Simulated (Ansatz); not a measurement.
# Preparing Si3N4 (P6_3/m) as a host crystal, part 2 of 2

Aim: the runs on the perfect crystal Si3N4 (P6_3/m) that a defect calculation needs first.

Ansatz 0.2.0; plane-wave PAW DFT, PBEsol; relaxation of the defect-free supercell in its symmetry; PAW set soft_1 (the session's first sound run).

So far: The structure; Defect free supercell relaxed in its symmetry.

## Step 3: Defect free supercell relaxed from displaced atoms

This step: plane-wave PAW DFT, PBEsol; relaxation of the defect-free supercell from random displacements, a test of the host's stability; PAW set soft_1 (Ansatz 0.2.0).

The input, pristine.rattled/input.yaml:

```yaml
crystal:
  lattice:
    - [7.6244572548, 0.0, 0.0]
    - [-3.8122286274, 6.6029736727, 0.0]
    - [0.0, 0.0, 8.7307673276]
  atoms:
    - { symbol: Si, position: [0.2324454814, 0.8260559098, 0.25] }
    - { symbol: Si, position: [0.4063895716, 0.2324454814, 0.0833333333] }
    - { symbol: Si, position: [0.8260559098, 0.5936104284, 0.0833333333] }
    - { symbol: Si, position: [0.1739440902, 0.4063895716, 0.25] }
    - { symbol: Si, position: [0.5936104284, 0.7675545186, 0.25] }
    - { symbol: Si, position: [0.7675545186, 0.1739440902, 0.0833333333] }
    - { symbol: "N", position: [0.3333333333, 0.6666666667, 0.25] }
    - { symbol: "N", position: [0.6666666667, 0.3333333333, 0.0833333333] }
    - { symbol: "N", position: [0.9703841152, 0.6699911715, 0.25] }
    - { symbol: "N", position: [0.3003929436, 0.9703841152, 0.0833333333] }
    - { symbol: "N", position: [0.6699911715, 0.6996070564, 0.0833333333] }
    - { symbol: "N", position: [0.3300088285, 0.3003929436, 0.25] }
    - { symbol: "N", position: [0.0296158848, 0.3300088285, 0.0833333333] }
    - { symbol: "N", position: [0.6996070564, 0.0296158848, 0.25] }
    - { symbol: Si, position: [0.2324454814, 0.8260559098, 0.5833333333] }
    - { symbol: Si, position: [0.4063895716, 0.2324454814, 0.4166666667] }
    - { symbol: Si, position: [0.8260559098, 0.5936104284, 0.4166666667] }
    - { symbol: Si, position: [0.1739440902, 0.4063895716, 0.5833333333] }
    - { symbol: Si, position: [0.5936104284, 0.7675545186, 0.5833333333] }
    - { symbol: Si, position: [0.7675545186, 0.1739440902, 0.4166666667] }
    - { symbol: "N", position: [0.3333333333, 0.6666666667, 0.5833333333] }
    - { symbol: "N", position: [0.6666666667, 0.3333333333, 0.4166666667] }
    - { symbol: "N", position: [0.9703841152, 0.6699911715, 0.5833333333] }
    - { symbol: "N", position: [0.3003929436, 0.9703841152, 0.4166666667] }
    - { symbol: "N", position: [0.6699911715, 0.6996070564, 0.4166666667] }
    - { symbol: "N", position: [0.3300088285, 0.3003929436, 0.5833333333] }
    - { symbol: "N", position: [0.0296158848, 0.3300088285, 0.4166666667] }
    - { symbol: "N", position: [0.6996070564, 0.0296158848, 0.5833333333] }
    - { symbol: Si, position: [0.2324454814, 0.8260559098, 0.9166666667] }
    - { symbol: Si, position: [0.4063895716, 0.2324454814, 0.75] }
    - { symbol: Si, position: [0.8260559098, 0.5936104284, 0.75] }
    - { symbol: Si, position: [0.1739440902, 0.4063895716, 0.9166666667] }
    - { symbol: Si, position: [0.5936104284, 0.7675545186, 0.9166666667] }
    - { symbol: Si, position: [0.7675545186, 0.1739440902, 0.75] }
    - { symbol: "N", position: [0.3333333333, 0.6666666667, 0.9166666667] }
    - { symbol: "N", position: [0.6666666667, 0.3333333333, 0.75] }
    - { symbol: "N", position: [0.9703841152, 0.6699911715, 0.9166666667] }
    - { symbol: "N", position: [0.3003929436, 0.9703841152, 0.75] }
    - { symbol: "N", position: [0.6699911715, 0.6996070564, 0.75] }
    - { symbol: "N", position: [0.3300088285, 0.3003929436, 0.9166666667] }
    - { symbol: "N", position: [0.0296158848, 0.3300088285, 0.75] }
    - { symbol: "N", position: [0.6996070564, 0.0296158848, 0.9166666667] }
basis:
  ecutwfc: 420
  xc_grid: 2
hamiltonian:
  xc: pbesol
  pseudopotentials: { kind: paw, azcp: { folder: soft_1 }, xc_functional: pbe }
kpoints:
  mp_grid: { grid: [1, 1, 1] }
scf:
  occupations: { method: fermi_dirac, width: 0.01 }
  max_iter: 100
  lower_state_search: "off"
output:
  forces: true
relax:
  f_tol: 0.015
  max_steps: 120
  random_displacement: { amplitude: 0.06, seed: 823 }
checkpoint:
  write: "../pristine.rattled.run"
  compress: false
  write_wavefunctions: false
  write_every: 100000
```

Launch:

```console
$ ansatz run input.yaml --threads 8 --pin off --max-ram 18841MiB --backend cpu --events-out ev --progress --plain --runs-dir out
```

Numbers of over 12 decimals in the logs are rounded to 6 here.

The program printed:

```text
[...]
Crystal: 42 atoms, lattice volume = 439.543 Å³
Basis set: ecut = 420 eV, 8663 PW (Γ), exchange–correlation on 108×108×120 points (8 copies of the dense FFT grid, shifted against one another)
Bands: 138, of which v1, the nominal top of the filled ones, is band 96 counted from 1 (95 counted from 0)
Symmetry: 1 space group operations
k-points: 1
[...]
SCF iter   1: F=—  HF=-20350.741389 eV  |F-HF|=—  |Δ(HF+E_count)|=         —  Δρ=1.50e-1  dr2=1.04e2  ethr=3.10e-3  ⟨swp⟩=6.0  Hψ=626  notcnv=0  defer=16
[...]
SCF iter   9: F=-20317.608162 eV  HF=-20317.608161 eV  |F-HF|=1.23e-6  |Δ(HF+E_count)|=   5.11e-6  Δρ=1.56e-5  dr2=1.18e-6  ethr=2.93e-9  ⟨swp⟩=3.0  Hψ=522  notcnv=0
SCF 1 converged in 9 iterations: F = -20317.608162 eV  dr2 = 1.18e-6
[...]
relax step   1: F+E_penalty+E_count = -20317.60816179 eV  Δ(F+E_penalty+E_count) = +0.000e0 eV  max|allowed force component| = 3.462e0 eV/Å  Δτ_max = 0.0000 Å  (9 SCF iters, dr2 threshold 5.63e-6 eV, accepted)
[...]
relax step   2: F+E_penalty+E_count = -20319.04843991 eV  Δ(F+E_penalty+E_count) = -1.440e0 eV  max|allowed force component| = 1.952e0 eV/Å  Δτ_max = 0.0553 Å  (5 SCF iters, dr2 threshold 1.00e-4 eV, accepted)
relax step   3: F+E_penalty+E_count = -20319.85349512 eV  Δ(F+E_penalty+E_count) = -8.051e-1 eV  max|allowed force component| = 3.917e-2 eV/Å  Δτ_max = 0.0577 Å  (5 SCF iters, dr2 threshold 1.00e-4 eV, accepted)
relax step   4: F+E_penalty+E_count = -20319.85350727 eV  Δ(F+E_penalty+E_count) = -1.216e-5 eV  max|allowed force component| = 3.948e-2 eV/Å  Δτ_max = 0.0000 Å  (5 SCF iters, accepted)
SCF iter   1: F=—  HF=-20319.855110 eV  |F-HF|=—  |Δ(HF+E_count)|=         —  Δρ=5.29e-4  dr2=9.64e-4  ethr=1.17e-5  ⟨swp⟩=3.0  Hψ=261  notcnv=0  defer=34
[...]
SCF iter   5: F=-20319.854450 eV  HF=-20319.854450 eV  |F-HF|=1.14e-8  |Δ(HF+E_count)|=   1.58e-7  Δρ=3.80e-6  dr2=6.56e-8  ethr=5.21e-11  ⟨swp⟩=5.0  Hψ=448  notcnv=0
SCF 5 converged in 5 iterations: F = -20319.854450 eV  dr2 = 6.56e-8
relax step   5: F+E_penalty+E_count = -20319.85444985 eV  Δ(F+E_penalty+E_count) = -9.426e-4 eV  max|allowed force component| = 2.385e-3 eV/Å  Δτ_max = 0.0048 Å  (5 SCF iters, accepted)
SCF converged after 5 iterations
Free energy (F): -20319.854450 eV
[...]
Internal energy: -20319.854450 eV  (E = F + TS)
E sigma→0 (E₀):  -20319.854450 eV
Fermi energy:    10.151898 eV
[...]
--- Forces (eV/Å), atoms counted from 1 ---
  atom   1  Si    -0.00193909     0.00025260     0.00033081
  atom   2  Si    -0.00174341    -0.00067959    -0.00057937
  atom   3  Si    -0.00044074     0.00084585    -0.00046625
  atom   4  Si    -0.00044188    -0.00229671     0.00011129
  atom   5  Si     0.00119199     0.00074456    -0.00010211
  atom   6  Si     0.00100903     0.00004035    -0.00043653
  atom   7  N     -0.00023957     0.00070240     0.00107615
  atom   8  N      0.00031865    -0.00012179    -0.00041186
  atom   9  N      0.00112260    -0.00058271    -0.00028397
  atom  10  N      0.00059798    -0.00068709     0.00004027
  atom  11  N     -0.00101067     0.00015693    -0.00056284
  atom  12  N      0.00094023     0.00057700    -0.00037186
  atom  13  N      0.00000010     0.00036197     0.00043148
  atom  14  N     -0.00113151     0.00019830    -0.00054612
  atom  15  Si    -0.00239066     0.00002964    -0.00032722
  atom  16  Si    -0.00060129    -0.00073117     0.00033531
  atom  17  Si     0.00127598     0.00169762    -0.00048468
  atom  18  Si    -0.00006516    -0.00126980    -0.00107915
  atom  19  Si    -0.00027091     0.00001036    -0.00016123
  atom  20  Si     0.00074054    -0.00103999    -0.00028634
  atom  21  N     -0.00021396     0.00073684     0.00083170
  atom  22  N      0.00011262     0.00028413    -0.00000760
  atom  23  N      0.00143575    -0.00041428     0.00031157
  atom  24  N      0.00029699     0.00041352    -0.00024998
  atom  25  N     -0.00044765    -0.00024667     0.00055999
  atom  26  N     -0.00008281     0.00113594     0.00059210
  atom  27  N      0.00066365     0.00123352     0.00010712
  atom  28  N     -0.00080177     0.00034755     0.00073856
  atom  29  Si    -0.00043608     0.00148510     0.00079319
  atom  30  Si    -0.00129658    -0.00150632    -0.00118716
  atom  31  Si     0.00038856     0.00006387     0.00097077
  atom  32  Si    -0.00003501    -0.00149011     0.00001298
  atom  33  Si     0.00094113    -0.00021231    -0.00000299
  atom  34  Si     0.00071052    -0.00055733     0.00001737
  atom  35  N     -0.00003358     0.00057451    -0.00000273
  atom  36  N      0.00003461    -0.00005896    -0.00041779
  atom  37  N      0.00152011    -0.00125471    -0.00067500
  atom  38  N      0.00052960     0.00042382    -0.00037668
  atom  39  N     -0.00017434    -0.00047489     0.00046947
  atom  40  N      0.00122181     0.00072837     0.00089359
  atom  41  N     -0.00037519     0.00026544     0.00048296
  atom  42  N     -0.00111442     0.00033518     0.00002957
  max |Σ_I F_I| component: 2.34e-4 eV/Å
--- Relaxed structure (5 steps of the walk, 5 accepted, 0 SCFs on fresh bases) ---
  F+E_penalty+E_count = -20319.85444985 eV   max|allowed force component| = 2.385e-3 eV/Å
  atoms:
    - { symbol: Si, position: [0.228559, 0.822469, 0.250062] }
    - { symbol: Si, position: [0.404832, 0.228171, 0.083403] }
    - { symbol: Si, position: [0.822852, 0.593049, 0.083407] }
    - { symbol: Si, position: [0.175407, 0.404454, 0.250063] }
    - { symbol: Si, position: [0.593423, 0.769319, 0.250064] }
    - { symbol: Si, position: [0.769705, 0.175022, 0.083405] }
    - { symbol: N, position: [0.332462, 0.665410, 0.250045] }
    - { symbol: N, position: [0.665796, 0.332081, 0.083410] }
    - { symbol: N, position: [0.966597, 0.668503, 0.250072] }
    - { symbol: N, position: [0.296867, 0.966220, 0.083397] }
    - { symbol: N, position: [0.668858, 0.701003, 0.083401] }
    - { symbol: N, position: [0.329368, 0.296459, 0.250069] }
    - { symbol: N, position: [0.031656, 0.329018, 0.083396] }
    - { symbol: N, position: [0.701416, 0.031274, 0.250071] }
    - { symbol: Si, position: [0.228566, 0.822465, 0.583399] }
    - { symbol: Si, position: [0.404822, 0.228159, 0.416732] }
    - { symbol: Si, position: [0.822839, 0.593041, 0.416736] }
    - { symbol: Si, position: [0.175412, 0.404443, 0.583400] }
    - { symbol: Si, position: [0.593436, 0.769329, 0.583395] }
    - { symbol: Si, position: [0.769710, 0.175030, 0.416734] }
    - { symbol: N, position: [0.332467, 0.665405, 0.583383] }
    - { symbol: N, position: [0.665790, 0.332076, 0.416735] }
    - { symbol: N, position: [0.966597, 0.668509, 0.583398] }
    - { symbol: N, position: [0.296874, 0.966209, 0.416731] }
    - { symbol: N, position: [0.668858, 0.701007, 0.416729] }
    - { symbol: N, position: [0.329374, 0.296449, 0.583400] }
    - { symbol: N, position: [0.031658, 0.329010, 0.416732] }
    - { symbol: N, position: [0.701413, 0.031280, 0.583398] }
    - { symbol: Si, position: [0.228544, 0.822463, 0.916730] }
    - { symbol: Si, position: [0.404838, 0.228171, 0.750073] }
    - { symbol: Si, position: [0.822852, 0.593063, 0.750063] }
    - { symbol: Si, position: [0.175407, 0.404451, 0.916732] }
    - { symbol: Si, position: [0.593426, 0.769327, 0.916734] }
    - { symbol: Si, position: [0.769712, 0.175031, 0.750067] }
    - { symbol: N, position: [0.332459, 0.665412, 0.916729] }
    - { symbol: N, position: [0.665804, 0.332090, 0.750077] }
    - { symbol: N, position: [0.966589, 0.668522, 0.916737] }
    - { symbol: N, position: [0.296872, 0.966213, 0.750067] }
    - { symbol: N, position: [0.668861, 0.701019, 0.750063] }
    - { symbol: N, position: [0.329369, 0.296460, 0.916732] }
    - { symbol: N, position: [0.031664, 0.329017, 0.750063] }
    - { symbol: N, position: [0.701419, 0.031279, 0.916734] }
```

The job ended after 4 s (8 threads of Arm Neoverse V1, shared host; peak memory 0.52 GiB; 25 s of CPU time).

Relaxation path:

| step | energy less that of the first step (eV) | largest force component (eV/Å) |
| --- | --- | --- |
| 1 | 0.0000 | 3.4615 |
| 2 | -1.4403 | 1.9515 |
| 3 | -2.2453 | 0.0392 |
| 4 | -2.2453 | 0.0395 |
| 5 | -2.2463 | 0.0024 |

The atoms that moved most (Å, from the sites as typed, ahead of the random displacement, the mean shift of all atoms taken out):

| atom | dx | dy | dz | length |
| --- | --- | --- | --- | --- |
| N37 | -0.021 | -0.001 | 0.000 | 0.022 |
| N26 | 0.012 | -0.018 | 0.000 | 0.021 |
| N23 | -0.021 | -0.002 | 0.000 | 0.021 |
| N42 | 0.009 | 0.019 | 0.000 | 0.021 |
| N9 | -0.021 | -0.002 | 0.000 | 0.021 |
| N28 | 0.009 | 0.019 | 0.000 | 0.021 |
| N40 | 0.012 | -0.018 | 0.000 | 0.021 |
| N39 | -0.012 | 0.018 | 0.000 | 0.021 |

The relaxation ends 53 meV an atom lower than the displaced start, with a largest force component of 0.0024 eV/Å.

## Step 4: Host on a dense mesh

This step: plane-wave PAW DFT, PBEsol; single point of the defect-free host, a test of the k-point sampling; PAW set soft_1 (Ansatz 0.2.0).

System of this step: Si3N4 (P6_3/m). It takes space group P6_3/m (No. 176, hexagonal). The conventional cell has a = 7.624 Å, b = 7.624 Å, c = 2.910 Å, α = 90.00°, β = 90.00°, γ = 120.00°. Nearest to Si lie 4 N at 1.73 to 1.74 Å. Nearest to N lie 3 Si at 1.73 Å. N has 3 Si at 1.74 Å nearest. Farther neighbours and most contacts between anions are not listed.

The input, dense/input.yaml:

```yaml
crystal:
  lattice:
    - [7.6244572548, 0.0, 0.0]
    - [-3.8122286274, 6.6029736727, 0.0]
    - [0.0, 0.0, 2.9102557759]
  atoms:
    - { symbol: Si, position: [0.2324454814, 0.8260559098, 0.75] }
    - { symbol: Si, position: [0.4063895716, 0.2324454814, 0.25] }
    - { symbol: Si, position: [0.8260559098, 0.5936104284, 0.25] }
    - { symbol: Si, position: [0.1739440902, 0.4063895716, 0.75] }
    - { symbol: Si, position: [0.5936104284, 0.7675545186, 0.75] }
    - { symbol: Si, position: [0.7675545186, 0.1739440902, 0.25] }
    - { symbol: "N", position: [0.3333333333, 0.6666666667, 0.75] }
    - { symbol: "N", position: [0.6666666667, 0.3333333333, 0.25] }
    - { symbol: "N", position: [0.9703841152, 0.6699911715, 0.75] }
    - { symbol: "N", position: [0.3003929436, 0.9703841152, 0.25] }
    - { symbol: "N", position: [0.6699911715, 0.6996070564, 0.25] }
    - { symbol: "N", position: [0.3300088285, 0.3003929436, 0.75] }
    - { symbol: "N", position: [0.0296158848, 0.3300088285, 0.25] }
    - { symbol: "N", position: [0.6996070564, 0.0296158848, 0.75] }
basis:
  ecutwfc: 420
  xc_grid: 2
hamiltonian:
  xc: pbesol
  pseudopotentials: { kind: paw, azcp: { folder: soft_1 }, xc_functional: pbe }
kpoints:
  mp_grid: { grid: [4, 4, 9] }
scf:
  occupations: { method: fermi_dirac, width: 0.01 }
  max_iter: 100
  lower_state_search: "off"
checkpoint:
  write: "../dense.run"
  compress: false
  write_wavefunctions: false
  write_every: 100000
```

The program printed:

```text
[...]
Crystal: 14 atoms, lattice volume = 146.514 Å³
Basis set: ecut = 420 eV, 2859 PW (Γ), exchange–correlation on 108×108×40 points (8 copies of the dense FFT grid, shifted against one another)
Bands: 46, of which v1, the nominal top of the filled ones, is band 32 counted from 1 (31 counted from 0)
Symmetry: 12 space group operations
[...]
k-points: 20 of 144
[...]
SCF iter   1: F=—  HF=-6784.394122 eV  |F-HF|=—  |Δ(HF+E_count)|=         —  Δρ=1.48e-1  dr2=3.34e1  ethr=3.10e-3  ⟨swp⟩=6.8  Hψ=4455  notcnv=0  defer=17
[...]
SCF iter   3: F=—  HF=-6773.882154 eV  |F-HF|=—  |Δ(HF+E_count)|=   3.65e-1  Δρ=2.38e-2  dr2=4.56e-1  ethr=3.03e-3  ⟨swp⟩=1.1  Hψ=805  notcnv=0  defer=63
automatic band count: iteration 3 solves 41 bands in place of 46: the levels show a gap, and the empty bands left out lie too high to hold charge; the band table lists the bands solved (type scf.n_extra_bands for more)
SCF iter   4: F=—  HF=-6773.812690 eV  |F-HF|=—  |Δ(HF+E_count)|=   6.95e-2  Δρ=2.10e-3  dr2=7.66e-3  ethr=7.13e-4  ⟨swp⟩=2.2  Hψ=939  notcnv=0  defer=63
[...]
SCF iter   9: F=-6773.818118 eV  HF=-6773.818118 eV  |F-HF|=2.11e-8  |Δ(HF+E_count)|=   1.81e-6  Δρ=3.50e-6  dr2=2.07e-8  ethr=1.56e-10  ⟨swp⟩=3.3  Hψ=2150  notcnv=0
SCF 1 converged in 9 iterations: F = -6773.818118 eV  dr2 = 2.07e-8
[...]
SCF converged after 9 iterations
Free energy (F): -6773.818118 eV
[...]
Internal energy: -6773.818118 eV  (E = F + TS)
E sigma→0 (E₀):  -6773.818118 eV
Fermi energy:    10.206388 eV
[...]
```

The job ended after 1.9 s (8 threads; peak memory 0.64 GiB).

In the SCF lines HF is the Harris–Foulkes energy and dr2 the Hartree energy of the density residual, in eV; the loop may stop once dr2 is under the threshold and the program's other checks hold. Hψ counts applications of the Hamiltonian.

## Step 5: Defect free supercell at the zone centre

The supercell is run at the zone centre, to see how far that sampling misses the dense mesh.

System of this step: Si3N4 (P6_3/m). The cell holds 42 atoms: 18 Si and 24 N. Its edges and angles: a = 7.624 Å, b = 7.624 Å, c = 8.731 Å, α = 90.0°, β = 90.0°, γ = 120.0°.

pristine.sampling_gamma/input.yaml, as its differences from pristine.rattled/input.yaml of step 3:

```diff
@@ -60,10 +60,4 @@
   lower_state_search: "off"
-output:
-  forces: true
-relax:
-  f_tol: 0.015
-  max_steps: 120
-  random_displacement: { amplitude: 0.06, seed: 823 }
 checkpoint:
-  write: "../pristine.rattled.run"
+  write: "../pristine.sampling_gamma.run"
   compress: false
```

The program printed:

```text
[...]
Crystal: 42 atoms, lattice volume = 439.543 Å³
Basis set: ecut = 420 eV, 8663 PW (Γ), exchange–correlation on 108×108×120 points (8 copies of the dense FFT grid, shifted against one another)
Bands: 138, of which v1, the nominal top of the filled ones, is band 96 counted from 1 (95 counted from 0)
Symmetry: 36 space group operations
[...]
k-points: 1
[...]
SCF iter   1: F=—  HF=-20352.351387 eV  |F-HF|=—  |Δ(HF+E_count)|=         —  Δρ=1.49e-1  dr2=1.02e2  ethr=3.10e-3  ⟨swp⟩=6.0  Hψ=620  notcnv=0  defer=12
[...]
SCF iter   9: F=-20319.825417 eV  HF=-20319.825417 eV  |F-HF|=1.08e-7  |Δ(HF+E_count)|=   8.16e-6  Δρ=3.78e-6  dr2=8.36e-8  ethr=5.21e-11  ⟨swp⟩=2.0  Hψ=392  notcnv=0
SCF 1 converged in 9 iterations: F = -20319.825417 eV  dr2 = 8.36e-8
[...]
SCF converged after 9 iterations
Free energy (F): -20319.825417 eV
[...]
Internal energy: -20319.825417 eV  (E = F + TS)
E sigma→0 (E₀):  -20319.825417 eV
Fermi energy:    10.139016 eV
[...]
```

Run time: 0.94 s. Hardware: 8 threads; peak memory 0.51 GiB; 5.5 s of CPU time.

## Step 6: Defect free supercell at the quarter point

The supercell is run at one point off the zone centre, to see how far that sampling misses the dense mesh.

pristine.sampling_quarter/input.yaml, as its differences from pristine.sampling_gamma/input.yaml of step 5:

```diff
@@ -55,3 +55,3 @@
 kpoints:
-  mp_grid: { grid: [1, 1, 1] }
+  mp_grid: { grid: [1, 1, 1], shift: [0.25, 0.25, 0.25] }
 scf:
@@ -61,3 +61,3 @@
 checkpoint:
-  write: "../pristine.sampling_gamma.run"
+  write: "../pristine.sampling_quarter.run"
   compress: false
```

The program printed:

```text
[...]
Crystal: 42 atoms, lattice volume = 439.543 Å³
Basis set: ecut = 420 eV, 8663 PW (Γ), exchange–correlation on 108×108×120 points (8 copies of the dense FFT grid, shifted against one another)
Bands: 138, of which v1, the nominal top of the filled ones, is band 96 counted from 1 (95 counted from 0)
Symmetry: 6 space group operations
k-points: 1
[...]
SCF iter   1: F=—  HF=-20353.288868 eV  |F-HF|=—  |Δ(HF+E_count)|=         —  Δρ=1.47e-1  dr2=1.00e2  ethr=3.10e-3  ⟨swp⟩=7.0  Hψ=628  notcnv=0  defer=14
[...]
SCF iter  10: F=-20321.673425 eV  HF=-20321.673425 eV  |F-HF|=2.37e-9  |Δ(HF+E_count)|=   2.74e-7  Δρ=4.25e-6  dr2=7.82e-8  ethr=5.21e-11  ⟨swp⟩=2.0  Hψ=408  notcnv=0
SCF 1 converged in 10 iterations: F = -20321.673425 eV  dr2 = 7.82e-8
[...]
SCF converged after 10 iterations
Free energy (F): -20321.673425 eV
[...]
Internal energy: -20321.673425 eV  (E = F + TS)
E sigma→0 (E₀):  -20321.673425 eV
Fermi energy:    10.267253 eV
[...]
```

The job ended after 1.3 s (8 threads; peak memory 0.67 GiB).

## Step 7: Summary of results

```json
{
  "supercell relaxed in its symmetry less the displaced and relaxed one": "0.000 eV",
  "energy an atom at the zone centre alone less that on the dense mesh": "0.039 eV",
  "energy an atom at one point at (¼, ¼, ¼) less that on the dense mesh": "-0.005 eV"
}
```

In words: Step 2: First to last step the energy falls by 0.029 eV; the largest move, 0.021 Å, is that of N13 and 17 other atoms alike. Step 3: The energy fell by 2.246 eV from the randomly displaced start; against the sites as typed, N37 ends farthest off, by 0.02 Å, once the mean shift is taken out. The displaced cell ends within 0.01 eV of the symmetric one relaxed in its symmetry, so no lower structure shows in this supercell. All at zero temperature.

[Logs are printed without paths, hosts, clocks, repeated set-up lines and the standing remarks that a program may print on its own settings, such as how far it seeks lower states.]

[Hosts, paths, dates, database ids (printed as entryN), source tags and the programs' standing remarks are cut or masked in the printed files.]

[Runs of the host that timed out are not shown.]

[For some hosts the program warned that the k-mesh of the response run may be too coarse for force constants and the static dielectric constant; such warnings are not always shown.]
